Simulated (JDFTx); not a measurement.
ZnSe (Stilleite), 2 atoms in the cell. Symmetry: F-43m, No. 216, cubic system. Conventional cell: a = 5.668 Å, b = 5.668 Å, c = 5.668 Å, α = 90.00°, β = 90.00°, γ = 90.00°. Se (site symmetry -43m) has 4 Zn at 2.45 Å as nearest neighbours. Zn (site symmetry -43m) has 4 Se at 2.45 Å as nearest neighbours. 

```yaml
Program: JDFTx 1.7.0 (patched build)
Task: band structure
Functional: PBEsol
Potentials_or_basis: PseudoDojo-SR-PBEsol-0.4.1-standard with smoothed tails
Cutoff: 1170 eV
Density_cutoff: 9361 eV
k_mesh: 8 × 8 × 8
Occupations: fermi-dirac, width 0.05 eV
Spin: no spin polarisation
Band_ratio_of_the_Davidson_solver: 1.3
Local_potential_set_to_-Z/r_beyond: 6 bohr
Bands: 25
Density_cutoff_over_wavefunction_cutoff: 8
Max_SCF_steps: 30
SCF_threshold_on_the_energy: 1e-06 Ha
Solver_of_the_electrons: minimize
Further_solve_for_the_empty_bands: no
Start: density of an earlier self-consistent run, held fixed
Path: G-X-W-K-G-L-U-W-L-K-U-X
```

Potentials or basis: PseudoDojo-SR-PBEsol-0.4.1-standard with smoothed tails.

The run is started by

```console
$ jdftx -c 1 -i bands.in -o bands.out
```

Hardware: 1 thread of Arm Neoverse V2 (shared host).

Task: Estimate the wall time of this run.

Result: Run time: 55 s on 1 thread of Arm Neoverse V2 (shared host), peak memory 0.15 GiB. Counts: scf iterations 0, bands 25, plane waves 4137.
